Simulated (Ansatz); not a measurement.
**Two Ansatz runs on Au**

The cell was built from the sc type and relaxed in the same program; it needn't be a known or the stable phase. The listed cell was then made from it by scaling, straining or moving an atom.

First run: DFT, PBE, all-electron PAW with datasets made for the crystal, scalar-relativistic (Ansatz 0.2.0).

Command: `ansatz run input.yaml --threads 1 --pin off --max-ram 2048MiB --backend cpu --events-out ev --progress --plain --runs-dir out` The run took about 5.3 s on 1 thread of a shared machine.

```yaml
crystal:
  lattice:
    - [2.8017295221, 0.0, 0.0]
    - [0.0, 2.8017295221, 0.0]
    - [0.0, 0.0, 2.8017295221]
  atoms:
    - { symbol: Au, position: [0.0, 0.0, 0.0] }
kpoints:
  mp_grid: { grid: [12, 12, 12] }
scf:
  occupations: { method: fermi_dirac, width: 0.08 }
hamiltonian:
  xc: pbe
  pseudopotentials: { kind: all_electron, datasets: crystal }
output:
  forces: true
  stress: true
  eigenvalues: true
  efg: { contact_densities: true }
```

Result: converged; pressure -5.17 GPa; 8 SCF iterations.

No spin–orbit coupling, which matters for the heavy atoms here.

The input is then changed:

```diff
@@ -9,8 +9,10 @@
   mp_grid: { grid: [12, 12, 12] }
 scf:
-  occupations: { method: fermi_dirac, width: 0.08 }
+  occupations: { method: tetrahedron_uncorrected }
 hamiltonian:
   xc: pbe
   pseudopotentials: { kind: all_electron, datasets: crystal }
+  hubbard: { sites: [{ species: Au, l: d, u_eff: 3.0 }], double_counting: fll }
+  dispersion: d3bj
 output:
   forces: true
```

(1) Predict the outcome of the changed run.

Results:

(1) It was refused before any iteration. The program says:
```
Error: 2 input errors — fix all and re-run
  2. hamiltonian.pseudopotentials.datasets: crystal with hamiltonian.hubbard without hamiltonian.hubbard.projectors: augmentation-sphere — beside datasets made for the crystal a Hubbard term projects on shells inside the augmentation spheres: set hamiltonian.hubbard.projectors: augmentation-sphere, with a U that was fitted under it, at the same cutoff radius
```
